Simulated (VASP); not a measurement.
**GaN: single point with LDA**

GaN:

```xyz
2
Lattice="0.0000 2.0712 2.0712 2.0712 0.0000 2.0712 2.0712 2.0712 0.0000" Properties=species:S:1:pos:R:3 pbc="T T T"
Ga    0.0000    0.0000    0.0000
N     2.0712    2.0712    2.0712
```

Measurements of this composition are mostly on another form, of space group No. 186.

The cell isn't the ideal one: strain -0.030 along x and y, -0.030 along z, atoms carried along.

| Quantity | Value |
| --- | --- |
| Program | VASP 6.6.1 |
| Task | single point |
| Functional | LDA |
| Potentials or basis | VASP PAW LDA potentials, release 64 (Ga_d, N) |
| Cutoff | 520 eV |
| k mesh | 14 × 14 × 14 |
| Occupations | gaussian, width 0.03 eV |
| Spin | no spin polarisation |
| Dipole correction | no |
| Further INCAR settings | ALGO = Normal; EDIFF = 1e-07; NBANDS = 16 |

The pressure is 9.1 GPa and the band gap on the k mesh is 0.80 eV, indirect (least direct gap 3.62 eV).

Levels at points of the mesh, in eV from the valence-band top:
| k point | band 6 | band 7 | band 8 | band 9 | band 10 | band 11 | band 12 | band 13 |
| --- | --- | --- | --- | --- | --- | --- | --- | --- |
| (0.00, 0.00, 0.00) | -13.98 | -0.60 | -0.60 | -0.60 | 3.02 | 15.01 | 15.01 | 15.01 |
| (0.50, 0.00, 0.00) | -13.82 | -8.66 | -0.17 | -0.17 | 4.92 | 9.24 | 9.24 | 10.04 |
| (0.50, 0.50, 0.00) | -10.73 | -7.67 | -3.31 | -3.31 | 0.80 | 7.82 | 12.38 | 15.06 |

Wall time 43 s on 1 thread of AMD EPYC 7R43 64-Core Processor (Zen 3), on a shared host, peak memory 0.11 GiB.

A k mesh can miss the band edges.
